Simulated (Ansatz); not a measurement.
# diamond against fcc along the 3d metals

Computed with Ansatz, DFT, BLYP, plane waves (420 eV) with PAW, scalar-relativistic. The PAW files were generated under PBE, with cores re-solved for the functional.

Each structure is relaxed within its symmetry, in the lowest magnetic state of the tried starts. Differences under about 8 meV lie within the error of the k-point mesh.

| element | E(diamond) − E(fcc) (meV/atom) | V(diamond) (Å³/atom) | V(fcc) (Å³/atom) | state of diamond | state of fcc |
| --- | --- | --- | --- | --- | --- |
| Sc | 1684 | 40.86 | 25.07 | spin not included | spin not included |
| Ti | 1965 | 24.71 | 17.82 | spin not included | spin not included |
| V | 1771 | 19.80 | 14.32 | spin not included | spin not included |
| Co | 918 | 17.14 | 11.41 | ferromagnetic | ferromagnetic |
| Ni | 862 | 17.47 | 11.45 | ferromagnetic | ferromagnetic |
| Cu | 696 | 20.46 | 12.68 | spin not included | spin not included |
| Zn | ? | ? | ? | ? | ? |

(1) Fill in the row of Zn.

Results:

(1) E(diamond) − E(fcc) (meV/atom): 95; V(diamond) (Å³/atom): 27.77; V(fcc) (Å³/atom): 16.76; state of diamond: spin not included; state of fcc: spin not included.
